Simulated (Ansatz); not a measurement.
# SnTe2: a single-point run

Aim: a sound single-point run of SnTe2. The structure is shown as the input types it. The cell is built on a prototype (fluorite) and needn't be the phase found in nature.

Program: Ansatz 0.2.0. Level of theory: density functional or hybrid calculation with the settings of its input, plane waves (as first typed). These are calculated values, not measurements.

2 further runs of the same task are left out: 2 that didn't finish.

## 1. The starting structure

The structure is cubic, space group Fm-3m (No. 225). Conventional cell: a = 7.402 Å, b = 7.402 Å, c = 7.402 Å, α = 90.00°, β = 90.00°, γ = 90.00°. Sn (site symmetry m-3m) is surrounded by 8 Te at 3.21 Å. Te (site symmetry -43m) has 4 Sn at 3.21 Å as nearest neighbours.

Coordinates:

```
Sn Te
1.0
     0.00000    3.70104    3.70104
     3.70104    0.00000    3.70104
     3.70104    3.70104    0.00000
Sn Te
1 2
Cartesian
  0.0000 0.0000 0.0000
  1.8505 1.8505 1.8505
  5.5516 5.5516 5.5516
```

## 2. Running it

Contents of input.yaml:

```yaml
crystal:
  lattice:
    - [0.0, 3.7010376726, 3.7010376726]
    - [3.7010376726, 0.0, 3.7010376726]
    - [3.7010376726, 3.7010376726, 0.0]
  atoms:
    - { symbol: Sn, position: [0.0, 0.0, 0.0] }
    - { symbol: Te, position: [0.25, 0.25, 0.25] }
    - { symbol: Te, position: [0.75, 0.75, 0.75] }
kpoints:
  mp_grid: { grid: [4, 4, 4] }
hamiltonian:
  xc: r2scan
scf:
  occupations: { method: fermi_dirac, width: 0.02 }
  n_extra_bands: 4
  convergence: { dr2_threshold: 0.01 }
  max_iter: 70
output:
  forces: true
  stress: true
  eigenvalues: true
```

Run with:

```sh
$ ansatz run input.yaml --threads 4 --pin off --max-ram 3686MiB --backend cpu --events-out ev --progress --plain --runs-dir out
```

**Question.** How will this run end, and is anything wrong with its input?

The program finished normally, with warnings (force scf threshold loose, stress scf threshold loose). Its log warns: «scf.convergence.dr2_threshold = 1e-2 eV is looser than this run's default, which is 1e-7 eV or tighter. The error in the forces grows as the threshold's square root ...»

The threshold asked is loose, but the program put off the close and ended at dr2 = 3.3e-7, so little accuracy was lost here.

Run again and compare: delete scf.convergence.dr2_threshold (the default then holds).
